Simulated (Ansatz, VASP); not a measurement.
## MgO (Periclase): VASP beside Ansatz

```xyz
2
Lattice="0.0000 2.1085 2.1085 2.1085 0.0000 2.1085 2.1085 2.1085 0.0000" Properties=species:S:1:pos:R:3 pbc="T T T"
Mg    0.0000    0.0000    0.0000
O     2.1085    2.1085    2.1085
```

Alike in both runs: task relaxation of cell and atoms; functional PBE; k mesh 10 × 10 × 10; occupations gaussian, width 0.02 eV; no spin polarisation.

|  | VASP | Ansatz |
| --- | --- | --- |
| version | VASP 6.6.1 | Ansatz 0.2.0 |
| potentials or method | VASP PAW PBE potentials, release 64 (Mg, O) | scalar-relativistic, plane waves, PAW |
| plane-wave cutoff (eV) | 600 | 420 |
| valence electrons in the cell | 8 | 16 |

Ansatz gave:

* gap on the k mesh at the Fermi level, each at its own relaxed structure (eV): 4.46
* relaxed volume (Å³/atom): 9.62
* relaxed cell length with the largest relative difference (Å): 3.008
* energy change over the relaxation (meV/atom): -3

Task: Which values does VASP return?

Result: gap on the k mesh at the Fermi level, each at its own relaxed structure (eV): 4.50; relaxed volume (Å³/atom): 9.56; relaxed cell length with the largest relative difference (Å): 3.002; energy change over the relaxation (meV/atom): -2.

The two sets of potentials don't hold the same shells in valence.

A hybrid or GW would open this gap; PBE tends to underestimate it. PBE usually gives volumes a little too large and moduli too small. Zero-point motion and thermal expansion aren't in these numbers.
